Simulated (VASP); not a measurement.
# Si (P6_3/mmc) in VASP: notebook

One crystal, Si, is run at these levels: PBE+D3(BJ); tasks: single point, relaxation of cell and atoms.

Program: VASP 6.6.1. These are calculated values, not measurements. Logs are shortened: lines on timing, memory, paths and dates and some standing lists are left out, and cuts for length are marked.

### 1 The undisturbed crystal

Symmetry: P6_3/mmc, No. 194, hexagonal system. The conventional cell has a = 2.666 Å, b = 2.666 Å, c = 4.506 Å, α = 90.00°, β = 90.00°, γ = 120.00°. Around Si (site symmetry -6m2) lie 12 Si at 2.67 to 2.73 Å.

This isn't the form of Si at room conditions, which is diamond.

### 2 Single point, PBE+D3(BJ) (cell and atoms relaxed tightly for response)

File INCAR:

```
SYSTEM = Si
  ALGO = Fast
  EDIFF = 1E-6
  ENCUT = 520
  GGA = PE
  ISIF = 2
  ISMEAR = -1
  IVDW = 12
  LASPH = .True.
  LCHARG = .False.
  LREAL = .False.
  LWAVE = .False.
  NBANDS = 11
  NELM = 100
  PREC = Accurate
  SIGMA = 0.15
```

File KPOINTS:

```
k-points
0
Gamma
  18 18 10
  0 0 0
```

File POSCAR:

```
Si
1.0
    2.6445271534      0.0000000000      0.0000000000
   -1.3222635767      2.2902276959      0.0000000000
    0.0000000000      0.0000000000      4.4834468011
Si
2
Direct
    0.3333333333      0.6666666667      0.2500000000
    0.6666666667      0.3333333333      0.7500000000
```

Potentials or basis: VASP PAW PBE potentials, release 64 (Si).

On the command line:

```sh
$ cat potpaw_PBE.64/Si/POTCAR > POTCAR
$ mpirun -np 1 vasp_std > vasp.out
```

OUTCAR:

```text
SYSTEM = Si
   EDIFF = 1E-6
   ENCUT = 520
   GGA = PE
   ISIF = 2
   ISMEAR = -1
   IVDW = 12
   LASPH = .True.
   LREAL = .False.
   NELM = 100
   PREC = Accurate
 IVDW          = 12

 ion  position               nearest neighbor table
   1  0.333  0.667  0.250-   2 2.71   2 2.71   2 2.71   2 2.71   2 2.71   2 2.71
   2  0.667  0.333  0.750-   1 2.71   1 2.71   1 2.71   1 2.71   1 2.71   1 2.71

  LATTYP: Found a hexagonal cell.
 ALAT       =     2.6445271534
 C/A-ratio  =     1.6953680341

  Lattice vectors:

 A1 = (   2.6445271534,   0.0000000000,   0.0000000000)
 A2 = (  -1.3222635767,   2.2902276959,   0.0000000000)
 A3 = (   0.0000000000,   0.0000000000,   4.4834468011)

Analysis of symmetry for initial positions (statically):
=====================================================================
 Subroutine PRICEL returns:
 Original cell was already a primitive cell.

 Routine SETGRP: Setting up the symmetry group for a
 hexagonal supercell.

 Subroutine GETGRP returns: Found 24 space group operations
 (whereof 12 operations were pure point group operations)
 out of a pool of 24 trial point group operations.

The static configuration has the point symmetry D_3d.
 The point group associated with its full space group is D_6h.

Analysis of symmetry for dynamics (positions and initial velocities):
=====================================================================
 Subroutine PRICEL returns:
 Original cell was already a primitive cell.

 Routine SETGRP: Setting up the symmetry group for a
 hexagonal supercell.

 Subroutine GETGRP returns: Found 24 space group operations
 (whereof 12 operations were pure point group operations)
 out of a pool of 24 trial point group operations.

The dynamic configuration has the point symmetry D_3d.
 The point group associated with its full space group is D_6h.

 Subroutine INISYM returns: Found 24 space group operations
 (whereof 12 operations are pure point group operations),
 and found     1 'primitive' translations

----------------------------------------------------------------------------------------

                                     Primitive cell

  volume of cell :      27.1543

  direct lattice vectors                    reciprocal lattice vectors
     2.644527153  0.000000000  0.000000000     0.378139434  0.218318904  0.000000000
    -1.322263577  2.290227696  0.000000000     0.000000000  0.436637808  0.000000000
     0.000000000  0.000000000  4.483446801     0.000000000  0.000000000  0.223042682

  length of vectors
     2.644527153  2.644527153  4.483446801     0.436637808  0.436637808  0.223042682

  position of ions in fractional coordinates (direct lattice)
[... 92 lines left out ...]
   EMIN   =  10.00;   EMAX   =-10.00  energy-range for DOS
   EFERMI =   0.00;   METHOD = LEGACY
   ISMEAR =    -1;   SIGMA  =   0.15  broadening in eV -4-tet -1-fermi 0-gaus
   EFERMI_NEDOS =   21; number of points for ismear=-14 and -15
   IALGO  =     68    algorithm
   IMIX   =      4    mixing-type and parameters
     AMIX     =   0.40;   BMIX     =  1.00
     AMIX_MAG =   1.60;   BMIX_MAG =  1.00
  volume/ion in A,a.u.               =      13.58        91.62
  Fermi-wavevector in a.u.,A,eV,Ry     =   1.089328  2.058531 16.145150  1.186635
  Thomas-Fermi vector in A             =   2.225529
   LORBIT       =      0    0 simple, 1 ext, 2 COOP (PROOUT), +10 PAW based schemes
   GGA     = PE    functional components
   LHFCALC =     F    Hartree Fock is set to
   AEXX    =    0.0000 exact exchange contribution
   IVDW    =    12    specifies the selected vdW correction
   LEPSILON=     F    determine dielectric tensor
   LRPA    =     F    only Hartree local field effects (RPA)
 non-spin polarized calculation
 RMM-DIIS sequential band-by-band and
  energy-cutoff  :      520.00
  volume of cell :       27.15
 maximum number of plane-waves:       762
 NGX is ok and might be reduce to    20
   NGX =  9   NGY =  9   NGZ = 17

 number of electron       8.0000001 magnetization

 Free energy of the ion-electron system (eV)
  ---------------------------------------------------
  ext. energy  EPLUGINS =         0.00000000
  ---------------------------------------------------
  free energy    TOTEN  =        -9.83966231 eV

  energy without entropy =       -9.78250105  energy(sigma->0) =       -9.81108168

 E-fermi :  11.0207     XC(G=0): -11.4535

 val. band max:       10.9731992275   @ k =   0.2222   0.1667   0.0000
 cond. band min:      11.0333559573   @ k =   0.3333   0.1111   0.2000
 fundamental gap:      0.0601567298
 Fermi energy:        11.0206849761

 k-point     1 :       0.0000    0.0000    0.0000
  band No.  band energies     occupation
      1      -4.0281      2.00000
      2       2.6872      2.00000
      3       3.4954      2.00000
      4      20.3299      0.00000
      5      20.3299      0.00000
      6      21.5332      0.00000
      7      21.5332      0.00000
      8      22.0897      0.00000
      9      22.1055      0.00000
     10      24.7646      0.00000
     11      25.5451      0.00000
[... 309 lines left out ...]
 k-point    24 :       0.3889    0.1111    0.0000
  band No.  band energies     occupation
      1       1.6118      2.00000
      2       4.6219      2.00000
      3       8.2183      2.00000
      4       8.7673      2.00000
      5      11.0427      0.92669
      6      11.9933      0.00305
      7      12.0210      0.00254
      8      17.8536      0.00000
      9      19.4374      0.00000
     10      20.5639      0.00000
     11      25.9588      0.00000

 [... further k-points ...]

------------------------ aborting loop because EDIFF is reached ----------------------------------------

 Edisp (eV)   -0.91535

 E8    (eV) :    -0.3743

  FORCE on cell =-STRESS in cart. coord.  units (eV):
  Direction    XX          YY          ZZ          XY          YZ          ZX
  --------------------------------------------------------------------------------------
  -------------------------------------------------------------------------------------
  Total      -0.00849    -0.00849    -0.00661     0.00000    -0.00000     0.00000
  in kB      -0.50069    -0.50069    -0.38998     0.00000    -0.00000     0.00000
  external pressure =       -0.46 kB  Pullay stress =        0.00 kB

 VOLUME and BASIS-vectors are now :
 -----------------------------------------------------------------------------
  energy-cutoff  :      520.00
  volume of cell :       27.15
      direct lattice vectors                 reciprocal lattice vectors
     2.644527153  0.000000000  0.000000000     0.378139434  0.218318904  0.000000000
    -1.322263577  2.290227696  0.000000000     0.000000000  0.436637808  0.000000000
     0.000000000  0.000000000  4.483446801     0.000000000  0.000000000  0.223042682

 POSITION                                       TOTAL-FORCE (eV/Angst)
 -----------------------------------------------------------------------------------
     -0.00000      1.52682      1.12086         0.000000      0.000000      0.000000
      1.32226      0.76341      3.36259        -0.000000     -0.000000      0.000000
 -----------------------------------------------------------------------------------
    total drift:                               -0.000000      0.000000     -0.000000

  FREE ENERGIE OF THE ION-ELECTRON SYSTEM (eV)
  ---------------------------------------------------
  free  energy   TOTEN  =       -10.7550111109 eV

  energy  without entropy=      -10.6978498563  energy(sigma->0) =      -10.72643048
```

OSZICAR:

```text
N       E                     dE             d eps       ncg     rms          rms(c)
DAV:   1     0.606390156658E+01    0.60639E+01   -0.35222E+03  4892   0.618E+02
DAV:   2    -0.946112666784E+01   -0.15525E+02   -0.14902E+02  6436   0.856E+01
DAV:   3    -0.988269479161E+01   -0.42157E+00   -0.41792E+00  6411   0.114E+01
DAV:   4    -0.988407703086E+01   -0.13822E-02   -0.13820E-02  5938   0.829E-01
DAV:   5    -0.988408183242E+01   -0.48016E-05   -0.48028E-05  6204   0.443E-02    0.426E+00
RMM:   6    -0.985589780014E+01    0.28184E-01   -0.59507E-03  4937   0.404E-01    0.241E+00
RMM:   7    -0.983965780058E+01    0.16240E-01   -0.13673E-02  5140   0.628E-01    0.151E-01
RMM:   8    -0.983966533495E+01   -0.75344E-05   -0.76231E-04  5500   0.220E-01    0.486E-02
RMM:   9    -0.983966836694E+01   -0.30320E-05   -0.70685E-05  5812   0.680E-02    0.136E-02
RMM:  10    -0.983966404160E+01    0.43253E-05   -0.11369E-05  5932   0.263E-02    0.249E-02
RMM:  11    -0.983966293538E+01    0.11062E-05   -0.58278E-07  4653   0.632E-03    0.430E-03
RMM:  12    -0.983966230710E+01    0.62828E-06   -0.94272E-08  3756   0.220E-03
   1 F= -.10755011E+02 E0= -.10726430E+02  d E =-.571613E-01
```

stdout:

```text
POSCAR found type information on POSCAR Si
 POSCAR found :  1 types and       2 ions
 scaLAPACK will be used
 LDA part: xc-table for (Slater+PW92), standard interpolation
 POSCAR, INCAR and KPOINTS ok, starting setup
 FFT: planning ... GRIDC
 FFT: planning ... GRID_SOFT
 FFT: planning ... GRID
 WAVECAR not read
 entering main loop
```

Wall time 21 s (1 thread of Intel Xeon 6975P-C (Granite Rapids), shared host); peak memory 0.18 GiB.

What came out:

```
Free energy                : -10.7550 eV
Pressure                   : 0.0 GPa
Band gap on the k mesh     : none (metal or under the smearing width)
Dispersion energy per atom : -0.458 eV
```

Levels at points of the mesh, in eV from the Fermi level:
```csv
k point,band 2,band 3,band 4,band 5,band 6,band 7
"(0.00, 0.00, 0.00)",-8.33,-7.53,9.31,9.31,10.51,10.51
"(0.50, 0.00, 0.00)",-7.96,-1.92,-1.70,-1.40,-0.16,3.89
"(0.00, 0.00, 0.50)",-13.25,0.61,0.61,10.72,10.72,10.72
"(0.50, 0.00, 0.50)",-6.78,-6.18,-6.18,5.44,5.44,6.01
```

Caveat: pairwise dispersion overbinds metals, which lowers pressure and volume.

### 3 Relaxation of cell and atoms, PBE+D3(BJ) (cell and atoms relaxed tightly for response)

File INCAR:

```
  ALGO = Fast
  EDIFF = 1E-6
  EDIFFG = -0.001
  ENCUT = 600
  GGA = PE
  IBRION = 2
  ISIF = 3
  ISMEAR = -1
  IVDW = 12
  LASPH = True
  LCHARG = False
  LREAL = False
  LWAVE = False
  NELM = 100
  NSW = 80
  PREC = Accurate
  SIGMA = 0.15
```

File KPOINTS:

```
k-points
0
Gamma
  18 18 10
```

File POSCAR:

```
Si
1.0
    2.6369973692      0.0000000000      0.0000000000
   -1.3184986846      2.2837067114      0.0000000000
    0.0000000000      0.0000000000      4.5089914113
Si
2
Direct
    0.3333333333      0.6666666667      0.2500000000
    0.6666666667      0.3333333333      0.7500000000
```

Potentials or basis: VASP PAW PBE potentials, release 64 (Si).

On the command line:

```sh
$ cat potpaw_PBE.64/Si/POTCAR > POTCAR
$ mpirun -np 1 vasp_std > vasp.out
```

Run time: 37 s. Hardware: 1 thread of Intel Xeon 6975P-C (Granite Rapids), shared host; peak memory 0.19 GiB.

The run converged. Its results:

| Item | Value |
| --- | --- |
| Free energy | -10.7550 eV |
| Relaxed volume | 13.57 Å³/atom |
| Relaxed cell | a = 2.644 Å, b = 2.644 Å, c = 4.483 Å, α = 90.00°, β = 90.00°, γ = 120.00° |
| Space group after relaxing (to 0.05 Å) | P6_3/mmc (No. 194) |
| Energy gained by relaxing | 0.2 meV/atom |
| Ionic steps | 5 |
| Pressure after relaxing | 0.0 GPa |
| Band gap on the k mesh | none (metal or under the smearing width) |
| Dispersion energy per atom | -0.458 eV |

Step by step:
```
step  energy change (eV)  largest force (eV/Å)  pressure (GPa)  volume (Å³)
   1              0.0000                0.0000           -0.01        27.15
   2             -0.0003                0.0000           -0.01        27.15
   3             -0.0005                0.0000           -0.01        27.15
   4             -0.0005                0.0000           -0.01        27.15
   5             -0.0005                0.0000           -0.01        27.15
```

Final structure:
```cif
data_structure
_symmetry_space_group_name_H-M 'P 1'
_symmetry_Int_Tables_number 1
_cell_length_a 2.6443
_cell_length_b 2.6443
_cell_length_c 4.4827
_cell_angle_alpha 90.000
_cell_angle_beta 90.000
_cell_angle_gamma 120.000
_cell_volume 27.15
loop_
_atom_site_label
_atom_site_type_symbol
_atom_site_fract_x
_atom_site_fract_y
_atom_site_fract_z
_atom_site_occupancy
Si1 Si 0.33333 0.66667 0.25000 1
Si2 Si 0.66667 0.33333 0.75000 1
```

Levels at points of the mesh, in eV from the Fermi level:
```tsv
k point	band 1	band 2	band 3	band 4	band 5	band 6	band 7	band 8
(0.00, 0.00, 0.00)	-15.05	-8.33	-7.53	9.31	9.31	10.51	10.51	11.08
(0.50, 0.00, 0.00)	-8.49	-7.97	-1.92	-1.70	-1.39	-0.16	3.89	6.04
(0.00, 0.00, 0.50)	-13.25	-13.25	0.61	0.61	10.72	10.72	10.72	10.72
(0.50, 0.00, 0.50)	-6.78	-6.78	-6.18	-6.18	5.44	5.44	6.01	6.01
```

Caveat: pairwise dispersion overbinds metals, which lowers pressure and volume.
